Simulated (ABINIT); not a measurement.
# Al2Cu (P4/mmm) in ABINIT: single point with PBEsol

Aim: the single point of Al2Cu with PBEsol.

All numbers are computed with ABINIT 10.8.3 (patched build); they aren't measurements. Logs are shortened: lines on timing, memory, paths and dates and some standing lists are left out, and cuts for length are marked. The log counts tension as positive stress, the text compression.

**1. The undisturbed crystal**

The structure is tetragonal, space group P4/mmm (No. 123). The conventional cell has a = 4.105 Å, b = 4.105 Å, c = 2.891 Å, α = 90.00°, β = 90.00°, γ = 90.00°. Cu (site symmetry 4/mmm) is surrounded by 8 Al at 2.51 Å. Al (site symmetry mmm) is surrounded by 4 Cu at 2.51 Å.

The cell comes from a database or a generator and needn't be the stable form of this composition.

**2. Single point, PBEsol (atoms moved at random, drawn with an rms of 0.05 Å)**

Contents of run.abi:

```
# Pseudopotentials
pp_dirpath "./"
pseudos "Cu.upf, Al.upf"

# Structure
acell 3*1.0 Angstrom
rprim
     4.1051820000     0.0000000000     0.0000000000
     0.0000000000     4.1051820000     0.0000000000
     0.0000000000     0.0000000000     2.8913130000
ntypat 2
znucl 29 13
natom 3
typat 1 2 2
xred
    -0.0039700000     0.0061610000     0.0024120000
     0.0093760000     0.4970560000     0.4682290000
     0.5060070000    -0.0098690000     0.4975350000
chkprim 0
chksymtnons 0
tolsym 1.0e-6

# Plane-wave basis
ecut 1251.723767 eV

# k points
kptopt 1
ngkpt 7 7 9
nshiftk 1
shiftk 0.0 0.0 0.0

# Exchange and correlation
ixc -116133

# Bands and occupations
nband 17
occopt 3
tsmear 0.05 eV

# SCF cycle
nstep 100
tolvrs 1.0e-10

# Output
iomode 3
prtwf 0
prteig 0
prtebands 0
enunit 2
prtden 1
prtvha 1
prtvclmb 1
prtpot 1
prtelf 1
```

Potentials or basis: PseudoDojo NC SR PBEsol v0.4.1 standard.

On the command line:

```
$ abinit run.abi > log 2>&1
```

run.abo:

```text
.Version 10.8.3 of ABINIT
 Symmetries : space group P1 (#  1); Bravais aP (primitive triclinic)
================================================================================
 Values of the parameters that define the memory need of the present run
     intxc =       0    ionmov =       0      iscf =       7    lmnmax =       6
     lnmax =       6     mgfft =      48  mpssoang =       3    mqgrid =    3001
     natom =       3  nloc_mem =       1    nspden =       1   nspinor =       1
    nsppol =       1      nsym =       1    n1xccc =    2501    ntypat =       2
    occopt =       3   xclevel =       2
       mpw =        4923          nfft =       82944          nkpt =         221
================================================================================
================================================================================

--------------------------------------------------------------------------------
------------- Echo of variables that govern the present computation ------------
--------------------------------------------------------------------------------
 -outvars: echo values of preprocessed input variables --------
            acell      1.8897261259E+00  1.8897261259E+00  1.8897261259E+00 Bohr
              amu      6.35460000E+01  2.69815390E+01
          chkprim           0
      chksymtnons           0
             ecut      4.60000000E+01 Hartree
           enunit           2
                       outvar_i_n : Printing only first  50 k-points.
              ixc     -116133
                       outvar_i_n : Printing only first  50 k-points.
         kptrlatt        7    0    0      0    7    0      0    0    9
          kptrlen      4.91741074E+01
            natom           3
            nband          17
            ngfft          48      48      36
             nkpt         221
            nstep         100
             nsym           1
           ntypat           2
                       prtocc : prtvol=0, do not print more k-points.
           occopt           3
        prtebands           0
           prteig           0
           prtelf           1
           prtpot           1
         prtvclmb           1
           prtvha           1
            prtwf           0
            rprim      4.1051820000E+00  0.0000000000E+00  0.0000000000E+00
                       0.0000000000E+00  4.1051820000E+00  0.0000000000E+00
                       0.0000000000E+00  0.0000000000E+00  2.8913130000E+00
          spgroup           1
           tolsym      1.00000000E-06
           tolvrs      1.00000000E-10
           tsmear      1.83746611E-03 Hartree
            typat      1  2  2
                       outvars : Printing only first  50 k-points.
           xangst     -1.6297572540E-02  2.5292026302E-02  6.9738469560E-03
                       3.8490186432E-02  2.0405053442E+00  1.3537965947E+00
                       2.0772508283E+00 -4.0514041158E-02  1.4385294135E+00
            xcart     -3.0797948618E-02  4.7795002880E-02  1.3178660791E-02
                       7.2735910892E-02  3.8559962590E+00  2.5583047941E+00
                       3.9254351603E+00 -7.6560442042E-02  2.7184266155E+00
             xred     -3.9700000000E-03  6.1610000000E-03  2.4120000000E-03
                       9.3760000000E-03  4.9705600000E-01  4.6822900000E-01
                       5.0600700000E-01 -9.8690000000E-03  4.9753500000E-01
            znucl       29.00000   13.00000

================================================================================

 chkinp: Checking input parameters for consistency.

================================================================================
== DATASET  1 ==================================================================

--- !DatasetInfo
iteration_state: {dtset: 1, }
dimensions: {natom: 3, nkpt: 221, mband: 17, nsppol: 1, nspinor: 1, nspden: 1, mpw: 4923, }
cutoff_energies: {ecut:  46.0, pawecutdg:  -1.0, }
electrons: {nelect:   2.50000000E+01, charge:   0.00000000E+00, occopt:   3.00000000E+00, tsmear:   1.83746611E-03, }
meta: {optdriver: 0, ionmov: 0, optcell: 0, iscf: 7, paral_kgb: 0, }
...

 Real(R)+Recip(G) space primitive vectors, cartesian coordinates (Bohr,Bohr^-1):
 R(1)=  7.7576697  0.0000000  0.0000000  G(1)=  0.1289047  0.0000000  0.0000000
 R(2)=  0.0000000  7.7576697  0.0000000  G(2)=  0.0000000  0.1289047  0.0000000
 R(3)=  0.0000000  0.0000000  5.4637897  G(3)=  0.0000000  0.0000000  0.1830231
 Unit cell volume ucvol=  3.2881873E+02 bohr^3
 Angles (23,13,12)=  9.00000000E+01  9.00000000E+01  9.00000000E+01 degrees

 getcut: wavevector=  0.0000  0.0000  0.0000  ngfft=  48  48  36
         ecut(hartree)=     46.000   => boxcut(ratio)=   2.02659

--- Pseudopotential description ------------------------------------------------
- pspini: atom type   1  psp file is ./Cu.upf
[... 57 lines left out ...]
--- !ResultsGS
iteration_state: {dtset: 1, }
comment   : Summary of ground state results
lattice_vectors:
- [  7.7576697,   0.0000000,   0.0000000, ]
- [  0.0000000,   7.7576697,   0.0000000, ]
- [  0.0000000,   0.0000000,   5.4637897, ]
lattice_lengths: [   7.75767,    7.75767,    5.46379, ]
lattice_angles: [ 90.000,  90.000,  90.000, ] # degrees, (23, 13, 12)
lattice_volume:   3.2881873E+02
convergence: {deltae:  3.951E-12, res2:  2.645E-11, residm:  3.387E-04, diffor: null, }
etotal    :  -1.94101033E+02
entropy   :   0.00000000E+00
fermie    :   2.75401986E-01
cartesian_stress_tensor: # hartree/bohr^3
- [  6.90113447E-05,  -2.23128615E-06,   8.74543517E-08, ]
- [ -2.23128615E-06,   5.44131442E-05,  -1.15584602E-05, ]
- [  8.74543517E-08,  -1.15584602E-05,   1.08172612E-04, ]
pressure_GPa:  -2.2713E+00
xred      :
- [ -3.9700E-03,   6.1610E-03,   2.4120E-03, Cu]
- [  9.3760E-03,   4.9706E-01,   4.6823E-01, Al]
- [  5.0601E-01,  -9.8690E-03,   4.9754E-01, Al]
cartesian_forces: # hartree/bohr
- [  4.97061981E-03,  -4.66877214E-03,  -6.20845200E-03, ]
- [ -3.49445123E-04,   3.71425403E-03,   5.75227086E-03, ]
- [ -4.62117469E-03,   9.54518108E-04,   4.56181141E-04, ]
force_length_stats: {min:   4.74072374E-03, max:   9.22222158E-03, mean:   6.93968926E-03, }
...

 Integrated electronic density in atomic spheres:
 ------------------------------------------------
 Atom  Sphere_radius  Integrated_density
    1        2.00000         17.40132720
    2        2.00000          0.87605277
    3        2.00000          0.87658300
================================================================================

 ----iterations are completed or convergence reached----

 Mean square residual over all n,k,spin=   17.122E-08; max=  33.871E-05
 reduced coordinates (array xred) for    3 atoms
      -0.003970000000      0.006161000000      0.002412000000
       0.009376000000      0.497056000000      0.468229000000
       0.506007000000     -0.009869000000      0.497535000000
 rms dE/dt=  2.8129E-02; max dE/dt=  3.6232E-02; dE/dt below (all hartree)
    1      -0.038573114510      0.036231676741      0.033922360207
    2       0.002698191921     -0.028801071216     -0.031428514369
    3       0.035836858840     -0.007391951506     -0.002491793818

 cartesian coordinates (angstrom) at end:
    1     -0.01629757254000     0.02529202630200     0.00697384695600
    2      0.03849018643200     2.04050534419200     1.35379659467700
    3      2.07725082827400    -0.04051404115800     1.43852941345500

 cartesian forces (hartree/bohr) at end:
    1      0.00497061981227    -0.00466877214113    -0.00620845200391
    2     -0.00034944512336     0.00371425403362     0.00575227086311
    3     -0.00462117468891     0.00095451810751     0.00045618114080
 frms,max,avg= 4.1436732E-03 6.2084520E-03   1.636E-06 -1.661E-06 -1.252E-07 h/b

 cartesian forces (eV/Angstrom) at end:
    1      0.25559954755910    -0.24007791623560    -0.31925143808528
    2     -0.01796919072477     0.19099462167037     0.29579366066553
    3     -0.23763035683433     0.04908329456523     0.02345777741974
 frms,max,avg= 2.1307624E-01 3.1925144E-01   8.410E-05 -8.541E-05 -6.437E-06 e/A
 length scales=  1.889726125908  1.889726125908  1.889726125908 bohr
              =  1.000000000000  1.000000000000  1.000000000000 angstroms
 Fermi (or HOMO) energy (hartree) =   0.27540   Average Vxc (hartree)=  -0.38326
 Eigenvalues (hartree) for nkpt= 221  k points:
 kpt#   1, nband= 17, wtk=  0.00227, kpt=  0.0000  0.0000  0.0000 (reduced coord)
  -3.90453   -2.34496   -2.34481   -2.34414   -0.11308    0.07748    0.09714    0.12215
   0.12863    0.12892    0.18690    0.18718    0.27354    0.30599    0.49231    0.50020
   0.50036
      occupation numbers for kpt#   1
   2.00000    2.00000    2.00000    2.00000    2.00000    2.00000    2.00000    2.00000
   2.00000    2.00000    2.00000    2.00000    1.46650    0.00000    0.00000    0.00000
   0.00000
 prteigrs : prtvol=0 or 1, do not print more k-points.

 Fermi (or HOMO) energy (eV) =   7.49407   Average Vxc (eV)= -10.42909
 Eigenvalues (   eV  ) for nkpt= 221  k points:
 kpt#   1, nband= 17, wtk=  0.00227, kpt=  0.0000  0.0000  0.0000 (reduced coord)
-106.24760  -63.80973  -63.80550  -63.78726   -3.07693    2.10845    2.64319    3.32386
   3.50028    3.50821    5.08572    5.09334    7.44351    8.32634   13.39635   13.61110
  13.61556
 prteigrs : prtvol=0 or 1, do not print more k-points.

--- !EnergyTerms
iteration_state     : {dtset: 1, }
comment             : Components of total free energy in Hartree
kinetic             :  8.83842029287902E+01
hartree             :  9.27302123133484E+01
xc                  : -2.52362891531676E+01
Ewald energy        : -8.40511423855653E+01
psp_core            :  1.74906999121214E+00
local_psp           : -2.35208554608657E+02
non_local_psp       : -3.24680769503450E+01
internal            : -1.94100577864384E+02
'-kT*entropy'       : -4.54698674174365E-04
total_energy        : -1.94101032563058E+02
total_energy_eV     : -5.28175816781711E+03
band_energy         : -1.99471788614518E+01
...

 Cartesian components of stress tensor (hartree/bohr^3)
  sigma(1 1)=  6.90113447E-05  sigma(3 2)= -1.15584602E-05
  sigma(2 2)=  5.44131442E-05  sigma(3 1)=  8.74543517E-08
  sigma(3 3)=  1.08172612E-04  sigma(2 1)= -2.23128615E-06

-Cartesian components of stress tensor (GPa)         [Pressure= -2.2713E+00 GPa]
- sigma(1 1)=  2.03038386E+00  sigma(3 2)= -3.40061640E-01
- sigma(2 2)=  1.60088997E+00  sigma(3 1)=  2.57299586E-03
- sigma(3 3)=  3.18254813E+00  sigma(2 1)= -6.56467051E-02

== END DATASET(S) ==============================================================
================================================================================

 -outvars: echo values of variables after computation  --------
            acell      1.8897261259E+00  1.8897261259E+00  1.8897261259E+00 Bohr
           etotal     -1.9410103256E+02
            fcart      4.9706198123E-03 -4.6687721411E-03 -6.2084520039E-03
                      -3.4944512336E-04  3.7142540336E-03  5.7522708631E-03
                      -4.6211746889E-03  9.5451810751E-04  4.5618114080E-04
            rprim      4.1051820000E+00  0.0000000000E+00  0.0000000000E+00
                       0.0000000000E+00  4.1051820000E+00  0.0000000000E+00
                       0.0000000000E+00  0.0000000000E+00  2.8913130000E+00
           strten      6.9011344666E-05  5.4413144195E-05  1.0817261225E-04
                      -1.1558460200E-05  8.7454351724E-08 -2.2312861531E-06
           xangst     -1.6297572540E-02  2.5292026302E-02  6.9738469560E-03
                       3.8490186432E-02  2.0405053442E+00  1.3537965947E+00
                       2.0772508283E+00 -4.0514041158E-02  1.4385294135E+00
             xred     -3.9700000000E-03  6.1610000000E-03  2.4120000000E-03
                       9.3760000000E-03  4.9705600000E-01  4.6822900000E-01
                       5.0600700000E-01 -9.8690000000E-03  4.9753500000E-01
 Calculation completed.
```

It took 9.3 min on 1 thread of Intel Xeon 6975P-C (Granite Rapids), shared host; peak memory 0.36 GiB.

What came out:

```
Free energy                                           : -5281.7582 eV
Pressure                                              : -2.3 GPa
Largest force                                         : 0.474 eV/Å
Band gap on the k mesh                                : none (metal or under the smearing width)
Valence electrons inside the program's atomic spheres : Cu 17.40; Al 0.88
```

Forces on the atoms (eV/Å):
```
Cu   0.256 -0.240 -0.319
Al  -0.018  0.191  0.296
Al  -0.238  0.049  0.023
```

Stress tensor (GPa, compression positive):
```
-2.03  0.07  0.00
 0.07 -1.60  0.34
 0.00  0.34 -3.18
```
